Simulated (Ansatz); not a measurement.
# In in Ansatz: reference runs

Aim: a first look at In with PBE, on the cell as given.

All numbers are computed with Ansatz 0.2.0; they aren't measurements. Logs are shortened: lines on timing, memory, paths and dates and some standing lists are left out, and cuts for length are marked.

### 1 The cell of the first run

The cell holds a slab with vacuum, 6 atoms: a = 3.339 Å, b = 3.339 Å, c = 28.673 Å, α = 90.00°, β = 90.00°, γ = 120.00°.

### 2 Single point, PBE (the (0 0 1) slab of In, cut from the database cell, not relaxed)

input.yaml reads:

```yaml
crystal:
  lattice:
    - [3.3392736332, 0.0, 0.0]
    - [-1.6696368166, 2.8918957965, 0.0]
    - [0.0, 0.0, 28.6733323964]
  atoms:
    - { symbol: In, position: [0.6666666667, 0.3333333333, 0.261567086] }
    - { symbol: In, position: [0.0, 0.0, 0.3565778439] }
    - { symbol: In, position: [0.6666666667, 0.3333333333, 0.4521926146] }
    - { symbol: In, position: [0.3333333333, 0.6666666667, 0.5478073854] }
    - { symbol: In, position: [0.6666666667, 0.3333333333, 0.6428181433] }
    - { symbol: In, position: [0.3333333333, 0.6666666667, 0.738432914] }
hamiltonian:
  xc: pbe
  pseudopotentials: { kind: paw }
kpoints:
  mp_grid: { grid: [9, 9, 1] }
scf:
  occupations: { method: fermi_dirac, width: 0.05 }
output:
  forces: true
  eigenvalues: true
efield:
  axis: 3
  dipole_correction: true
  ramp_width: 0.04
```

Potentials or basis: Ansatz PAW.

Launch:

```sh
$ ansatz run input.yaml --threads 4 --pin off --max-ram 11264MiB --backend cpu --events-out ev --progress --plain --runs-dir out
```

The program printed:

```text
Warning: RAYON_NUM_THREADS=4 ignored (pool sized by the plan → 4); use --threads N
Engine: ansatz 0.2.0, aarch64-unknown-linux-gnu
Pseudopotentials: kind: paw
Pseudopotential: In, paw, valence charge 13, recommended cutoff 420 eV (normal), In.paw.azcp
Functional definition: PBE
  parameter kappa = 0.804
  parameter beta = 0.06672455060314922
  exchange = pbe_x(kappa = kappa, mu = beta*pi^2/3)
  correlation = pbe_c(beta = beta)
Crystal: 6 atoms, lattice volume = 276.894 Å³
Basis set: ecut = 420 eV, 5471 PW (Γ), exchange–correlation on 48×48×384 points (8 copies of the dense FFT grid, shifted against one another)
Bands: 47, of which v1, the nominal top of the filled ones, is band 39 counted from 1 (38 counted from 0)
Symmetry: 6 space group operations
Space group: P3m1 (ITA 156), of the structure as read, at distance tolerance 6.5e-5 Å
k-points: 12 of 81 (time reversal used)
Non-local potential: In, projectors of the file, l = 0: 2, l = 1: 2, l = 2: 2, l = 3: 2
PAW form: soft (Blöchl's): semilocal exchange-correlation on the pseudo side does not see the compensation charge
PAW one-centre angular grid: In, 590 points (default); XC on 64 Gauss nodes
Initial density: superposition of atomic densities (neutral atoms: chi_scale 0, normalization atom), corrected by the library's trained network
Initial wavefunctions: pseudopotential atomic-orbital guess
Functional: x = pbe(κ = 0.804, μ = 0.2195149727645171), c = pbe(β = 0.06672455060314922)
SCF iter   1: F=—  HF=-33586.661225 eV  |F-HF|=—  |Δ(HF+E_count)|=         —  Δρ=1.68e-3  dr2=2.73e-1  ethr=1.77e-3  p=0.001 e·Å  D=3.67e-4 V/Å  ΔV_dip=-0.01 eV  dr2_dipole=1.82e-3  V_vac-E_F(+/−)=3.78/3.79 eV  ⟨swp⟩=6.8  Hψ=2153  notcnv=0  defer=2
efield: sawtooth ramp at fractional position 0.9800 (placed from the atoms, in the widest stretch of the axis that holds none; the zero of the levels goes with the place), width 0.0400; the density the first Hamiltonian is built on has a dipole p = 0.001 e·Å; the dipole correction subtracts the counter field D = 3.67e-4 V/Å, which shifts the + side's vacuum level by -0.01 eV against the − side's; the planar-averaged density in the ramp window peaks in size at 6.0e-5 e/Å³
preconditioner: auto → LDOS  [metal: Δε(μ)=0.004 eV  Ē_g=14.587 eV  σ=0.050 eV  W_gap=0.02  n_scr=38 (ndim 8)  ℏωp=19.7 eV  f_vac=0.393  D(μ)=5.83/eV (n_scr^D=16)  β→1.0]
SCF iter   2: F=—  HF=-33586.644080 eV  |F-HF|=—  |Δ(HF+E_count)|=   1.71e-2  Δρ=1.13e-3  dr2=3.48e-2  ethr=3.50e-4  p=0.001 e·Å  D=5.73e-4 V/Å  ΔV_dip=-0.02 eV  dr2_dipole=7.60e-4  V_vac-E_F(+/−)=3.80/3.81 eV  ⟨swp⟩=1.9  Hψ=699  notcnv=0  defer=14
SCF iter   3: F=—  HF=-33586.642382 eV  |F-HF|=—  |Δ(HF+E_count)|=   1.70e-3  Δρ=9.25e-4  dr2=1.47e-2  ethr=4.46e-5  p=0.001 e·Å  D=5.99e-4 V/Å  ΔV_dip=-0.02 eV  dr2_dipole=7.12e-4  V_vac-E_F(+/−)=3.80/3.82 eV  ⟨swp⟩=3.1  Hψ=1090  notcnv=0  defer=15
SCF iter   4: F=—  HF=-33586.641133 eV  |F-HF|=—  |Δ(HF+E_count)|=   1.25e-3  Δρ=1.41e-4  dr2=3.03e-4  ethr=1.89e-5  p=0.001 e·Å  D=4.51e-4 V/Å  ΔV_dip=-0.01 eV  dr2_dipole=1.29e-4  V_vac-E_F(+/−)=3.82/3.83 eV  ⟨swp⟩=2.1  Hψ=801  notcnv=0  defer=15
SCF iter   5: F=—  HF=-33586.641150 eV  |F-HF|=—  |Δ(HF+E_count)|=   1.68e-5  Δρ=1.63e-4  dr2=1.21e-4  ethr=3.89e-7  p=0.001 e·Å  D=4.26e-4 V/Å  ΔV_dip=-0.01 eV  dr2_dipole=2.37e-5  V_vac-E_F(+/−)=3.82/3.83 eV  ⟨swp⟩=2.0  Hψ=1044  notcnv=0  defer=15
SCF iter   6: F=—  HF=-33586.641125 eV  |F-HF|=—  |Δ(HF+E_count)|=   2.47e-5  Δρ=2.81e-5  dr2=9.70e-6  ethr=1.55e-7  p=0.001 e·Å  D=3.96e-4 V/Å  ΔV_dip=-0.01 eV  dr2_dipole=6.55e-6  V_vac-E_F(+/−)=3.82/3.83 eV  ⟨swp⟩=2.0  Hψ=1008  notcnv=0  defer=15
SCF iter   7: F=—  HF=-33586.641126 eV  |F-HF|=—  |Δ(HF+E_count)|=   1.80e-7  Δρ=2.09e-5  dr2=1.10e-6  ethr=1.24e-8  p=0.001 e·Å  D=4.10e-4 V/Å  ΔV_dip=-0.01 eV  dr2_dipole=3.84e-9  V_vac-E_F(+/−)=3.82/3.83 eV  ⟨swp⟩=2.0  Hψ=1048  notcnv=0  defer=16
SCF iter   8: F=-33586.641125 eV  HF=-33586.641125 eV  |F-HF|=5.82e-9  |Δ(HF+E_count)|=   3.74e-7  Δρ=5.88e-6  dr2=9.83e-8  ethr=1.28e-10  p=0.001 e·Å  D=4.10e-4 V/Å  ΔV_dip=-0.01 eV  dr2_dipole=1.10e-8  V_vac-E_F(+/−)=3.82/3.83 eV  ⟨swp⟩=10.0  Hψ=2956  notcnv=0
SCF 1 converged in 8 iterations: F = -33586.641125 eV  dr2 = 9.83e-8
SCF converged after 8 iterations
Free energy (F): -33586.641125 eV
Harris-Foulkes:  -33586.641125 eV  (|F-HF|=5.82e-9)
Internal energy: -33586.598445 eV  (E = F + TS)
E sigma→0 (E₀):  -33586.619785 eV
Entropy (-TS):   -0.042680 eV (-7.113 meV/atom)
Fermi energy:    4.194323 eV
Dipole field:    D = 0.000290 V/Å  (p = 0.000444 e·Å, saw-weighted, corrected)
Work function:   Φ+ = 3.8229 eV   Φ− = 3.8312 eV
Levels:          The Fermi level and band energies are counted from a zero that moves with the ramp; work functions are not
--- Per-component energies (eV) ---
  E_band       = -612.223585
  E_kinetic    = 1445.888631
  E_local      = -57702.759721  (includes V_loc(G=0)·N_el)
  E_nonlocal   = 2195.956600
  E_hartree    = 27919.317810
  E_xc         = -1295.273050
  E_vxc        = -598.671069  (∫ρ·V_xc dr)
  E_paw        = -24911.268520  (= ΣΔE_a)
  E_vpaw       = -1791.256803  (= ΣTr[D̂ρ^β])
  E_aug_tail   = 0.000150  (compensation charges beyond the density's cutoff)
  E_efield     = 0.000000  (sawtooth field / dipole correction)
  E_vefield    = 0.000066  (∫n·V_field dr)
  E_ewald      = 18761.539655
  E_smearing   = -0.042680  (= −TS)
  E_closure    = 0.000000  (closes the sum)
  Σ components = -33586.641125   (vs F -33586.641125, Δ=0.00e0)
--- Forces (eV/Å), atoms counted from 1 ---
  atom   1  In     0.00000000    -0.00000000    -0.13186182
  atom   2  In     0.00000000     0.00000000     0.01165499
  atom   3  In    -0.00000000    -0.00000000    -0.05085478
  atom   4  In     0.00000000    -0.00000000     0.06130343
  atom   5  In     0.00000000     0.00000000    -0.02055323
  atom   6  In     0.00000000    -0.00000000     0.13032110
  max |Σ_I F_I| component: 9.69e-6 eV/Å
--- Band table (eV; the first three rows and the last of 12) ---
  k-point 0: bands = ["-10.5161", "-10.5049", "-10.4833", "-10.4757", "-10.4634", "-10.4514", "-10.4514", "-10.4410", "-10.4404", "-10.4404", "-10.4232", "-10.4232", "-10.4115", "-10.4115", "-10.3999", "-10.3999", "-10.3887", "-10.3887", "-10.3075", "-10.3075", "-10.2943", "-10.2943", "-10.2406", "-10.2406", "-10.2111", "-10.2111", "-10.1828", "-10.1828", "-10.1437", "-10.1437", "-5.1759", "-4.8110", "-4.1521", "-3.2501", "-2.1184", "-0.8752", "1.4278", "2.9940", "4.8431", "6.6042", "7.5360", "8.3738", "8.6684", "10.3591", "10.5833", "12.6222", "12.6222"]
  k-point 1: bands = ["-10.5088", "-10.4977", "-10.4754", "-10.4685", "-10.4608", "-10.4521", "-10.4446", "-10.4326", "-10.4203", "-10.4157", "-10.4110", "-10.4104", "-10.3975", "-10.3957", "-10.3852", "-10.3834", "-10.3679", "-10.3578", "-10.3260", "-10.3134", "-10.3031", "-10.2963", "-10.2538", "-10.2442", "-10.2273", "-10.2112", "-10.2030", "-10.1808", "-10.1693", "-10.1409", "-4.9360", "-4.5699", "-3.9106", "-3.0105", "-1.8855", "-0.6581", "1.6935", "3.2342", "5.0650", "6.8150", "7.7548", "8.5883", "8.8801", "10.1929", "10.5255", "10.5533", "10.7849"]
  k-point 2: bands = ["-10.5438", "-10.5313", "-10.5035", "-10.4807", "-10.4616", "-10.4420", "-10.4313", "-10.4241", "-10.4153", "-10.4024", "-10.3816", "-10.3812", "-10.3606", "-10.3528", "-10.3475", "-10.3408", "-10.3291", "-10.2953", "-10.2908", "-10.2830", "-10.2702", "-10.2672", "-10.2622", "-10.2492", "-10.2411", "-10.2267", "-10.2114", "-10.2087", "-10.1753", "-10.1352", "-4.2083", "-3.8406", "-3.1821", "-2.2891", "-1.1837", "0.0012", "2.4672", "3.9339", "5.6820", "6.8681", "7.1968", "7.3806", "7.9212", "8.3720", "8.6738", "9.2099", "9.5276"]
  k-point 11: bands = ["-10.5287", "-10.5279", "-10.4854", "-10.4718", "-10.4640", "-10.4581", "-10.4095", "-10.4061", "-10.4017", "-10.3575", "-10.3530", "-10.3334", "-10.3293", "-10.3223", "-10.3096", "-10.2948", "-10.2938", "-10.2913", "-10.2819", "-10.2730", "-10.2670", "-10.2483", "-10.2316", "-10.2149", "-10.2091", "-10.2008", "-10.1599", "-10.1544", "-10.1437", "-10.1358", "0.9399", "1.0564", "1.1603", "1.2667", "1.6859", "1.7420", "2.6360", "2.8052", "3.2083", "3.2465", "3.6060", "3.9982", "4.2282", "4.6496", "5.0235", "5.4358", "5.6694"]
```

Wall time 4.2 s (4 threads of Arm Neoverse V1, shared host); peak memory 0.62 GiB.

Results:

```
Free energy                     : -33586.6411 eV
Largest force                   : 0.132 eV/Å
Band gap on the k mesh          : none (metal or under the smearing width)
Work function of the upper face : 3.82 eV
Work function of the lower face : 3.83 eV
Dipole across the slab          : 0.000 e·Å
```

Forces on the atoms (eV/Å):
```
In   0.000  0.000 -0.132
In   0.000  0.000  0.012
In   0.000  0.000 -0.051
In   0.000  0.000  0.061
In   0.000  0.000 -0.021
In   0.000  0.000  0.130
```
